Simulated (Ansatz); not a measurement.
TiO₂: the gap under strain

TiO₂, P4_2/mnm, a = 4.597 Å, c = 2.993 Å. The compound has several low-lying forms, and this is one of them. Ansatz: r2SCAN+U, PAW, 500 eV, Γ-centred 6×6×8 mesh on 6 atoms, Gaussian smearing 0.02 eV; U_eff Ti 4.00 eV; no spin polarisation. Series: equal strain along all axes, cell held, atoms relaxed; x is the strain in per cent. The gap is sought over the whole zone.

```
x (%) gap y (eV)
 -4.5       2.990
 -3.0       2.888
 -1.5           ?
  0.0       2.699
  1.5       2.616
  3.0       2.542
  4.5       2.476
```

Problem. Fit y = E0 + c1 x + c2 x² to the other rows, give the deformation potential for this strain, and predict the missing gap.

Solution. Least squares on the rows shown. y = 2.6990 − 0.057305 x + 0.0016910 x². The deformation potential is 100 c1 = -5.73 eV per unit strain of each axis, or a third of that, -1.91 eV, as the usual dE_g/d ln V. At x = -1.5 the fit asked for gives 2.789 eV. The run gave 2.791 eV, so the fit is 0.002 eV too low, within twice the rms miss on the fitted rows (0.001 eV).

Semilocal functionals give gaps under the measured ones; changes of the gap mostly carry over better.